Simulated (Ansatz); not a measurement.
MoSi2-type ZrSi2

The computed numbers are results of PBE, scalar-relativistic (no spin polarisation) in the plane-wave PAW code Ansatz at 420 eV, Γ-centred 14×14×14 mesh, 0.05 eV Gaussian smearing. The datasets are Ansatz's generated set soft_2.

Space group I4/mmm (No. 139). a = 3.288 Å, b = 3.288 Å, c = 9.170 Å, α = 90.00°, β = 90.00°, γ = 90.00°
| atom | site | symmetry | x | y | z |
| --- | --- | --- | --- | --- | --- |
| Zr | 2a | 4/mmm | 0.0000 | 0.0000 | 0.0000 |
| Si | 4e | 4mm | 0.0000 | 0.0000 | 0.3100 |

This is a trial structure; measured cells of the compound in the Crystallography Open Database are in space group Cmcm.

The cell above was scaled in volume, and shape and atoms were relaxed at each volume within its symmetry. Energies are counted from the cell above.

The cell is relaxed to zero pressure at this level.

```csv
V (Å³/atom),ΔE (meV/atom),P from the stress (GPa)
15.612,21.92,8.15
15.860,11.24,5.69
16.190,2.68,2.69
16.521,0.00,-0.01
16.851,2.62,-2.46
17.181,10.01,-4.65
17.677,29.02,-7.55
18.173,56.34,-10.02
```

Q: Do the energies and the pressures agree? Compare −ΔE/ΔV between neighbouring points (1 meV/Å³ = 0.1602 GPa) with the mean of their pressures.

A: 
```json
{"interval (Å³/atom)": "15.61 to 15.86", "−ΔE/ΔV (GPa)": "6.9", "mean P (GPa)": "6.9"}
{"interval (Å³/atom)": "15.86 to 16.19", "−ΔE/ΔV (GPa)": "4.2", "mean P (GPa)": "4.2"}
{"interval (Å³/atom)": "16.19 to 16.52", "−ΔE/ΔV (GPa)": "1.3", "mean P (GPa)": "1.3"}
{"interval (Å³/atom)": "16.52 to 16.85", "−ΔE/ΔV (GPa)": "-1.3", "mean P (GPa)": "-1.2"}
{"interval (Å³/atom)": "16.85 to 17.18", "−ΔE/ΔV (GPa)": "-3.6", "mean P (GPa)": "-3.6"}
{"interval (Å³/atom)": "17.18 to 17.68", "−ΔE/ΔV (GPa)": "-6.1", "mean P (GPa)": "-6.1"}
{"interval (Å³/atom)": "17.68 to 18.17", "−ΔE/ΔV (GPa)": "-8.8", "mean P (GPa)": "-8.8"}
```
They differ by 0.05 GPa at most.

Q: What do the two routes give for V0, B0 and B0′?

A: A third-order Birch–Murnaghan fit of the energies: V0 = 16.52 Å³/atom, B0 = 128 GPa, B0′ = 4.2. A polynomial of P in ln V, with B = −dP/d ln V at P = 0: V0 = 16.52 Å³/atom, B0 = 128 GPa, B0′ = 4.2.

B0·V0 = 128.4 GPa × 16.52 Å³ = 13.24 eV/atom sets the scale: near the minimum ΔE ≈ ½ B0 V0 x², with x = V/V0 − 1, and a pressure of 1.3 GPa squeezes the volume by about 1 %. At the ends of the curve: x = −5.5 % predicts 19.9 meV/atom and the run gives 21.9; x = +10.0 % predicts 66.5 meV/atom and the run gives 56.3. The curve is steeper than the parabola on the compressed side and flatter on the expanded side: the bulk modulus rises with pressure. The run is a metal.
